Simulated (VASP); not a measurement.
A run of VASP 6.6.1 is set up as follows.

File POSCAR:

```
AlN                                     
1.0
    3.1131018727      0.0000000000     -0.0000000000
   -1.5565509363      2.6960253063      0.0000000000
    0.0000000000      0.0000000000      4.9818131026
  Al              N             
     2     2
Direct
     0.3333333332999970    0.6666666667000030    0.9989855796670126
     0.6666666667000030    0.3333333332999970    0.4989855796670127
     0.3333333332999970    0.6666666667000030    0.3810144203329899
     0.6666666667000030    0.3333333332999970    0.8810144203329899
```

INCAR.step1

```
SYSTEM = AlN
ALGO = Normal
EDIFF = 1E-8
ENCUT = 500
GGA = PE
ISMEAR = 0
KPAR = 4
LASPH = .TRUE.
LCHARG = .FALSE.
LREAL = .FALSE.
LWAVE = .TRUE.
NELM = 80
PREC = Accurate
SIGMA = 0.01
```

The input INCAR.step2:

```
SYSTEM = AlN
ALGO = Exact
EDIFF = 1E-8
ENCUT = 500
GGA = PE
ISMEAR = 0
ISTART = 1
KPAR = 4
LASPH = .TRUE.
LCHARG = .FALSE.
LOPTICS = .TRUE.
LREAL = .FALSE.
LWAVE = .TRUE.
NBANDS = 164
NELM = 1
PREC = Accurate
SIGMA = 0.01
```

File INCAR.step3:

```
SYSTEM = AlN
ALGO = EVGW0
EDIFF = 1E-8
ENCUT = 500
ENCUTGW = 150
GGA = PE
ISMEAR = 0
ISTART = 1
KPAR = 4
LASPH = .TRUE.
LCHARG = .FALSE.
LREAL = .FALSE.
LWAVE = .FALSE.
NBANDS = 164
NBANDSGW = 16
NELMGW = 4
NOMEGA = 48
PREC = Accurate
PRECFOCK = Fast
SIGMA = 0.01
```

Contents of KPOINTS:

```
k-points
0
G
  6 6 3
  0 0 0
```

Potentials or basis: VASP PAW PBE potentials, release 64 (Al_GW, N_GW).

Run with:

```sh
$ cat potpaw_PBE.64/Al_GW/POTCAR potpaw_PBE.64/N_GW/POTCAR > POTCAR
$ cp INCAR.step1 INCAR
$ mpirun -np 4 vasp_std > vasp.out
$ cp INCAR.step2 INCAR
$ mpirun -np 4 vasp_std > vasp.out
$ cp INCAR.step3 INCAR
$ mpirun -np 4 vasp_std > vasp.out
```

**Question.** Estimate the quasiparticle gap.

**Answer.** 6.09 eV.

**Question.** What does it give for the least direct quasiparticle gap?

**Answer.** 6.09 eV.

**Question.** Estimate the band gap on the k mesh, mean-field level.

**Answer.** 4.19 eV, direct.

Quasiparticle gap after each update of the energies (eV): 5.79, 6.04, 6.08, 6.09

Caveat: the k mesh is coarse (spacing up to 0.42 Å⁻¹), so the values aren't converged; bands, screening cutoff and mesh are small and nothing is extrapolated, so the quasiparticle values aren't converged.
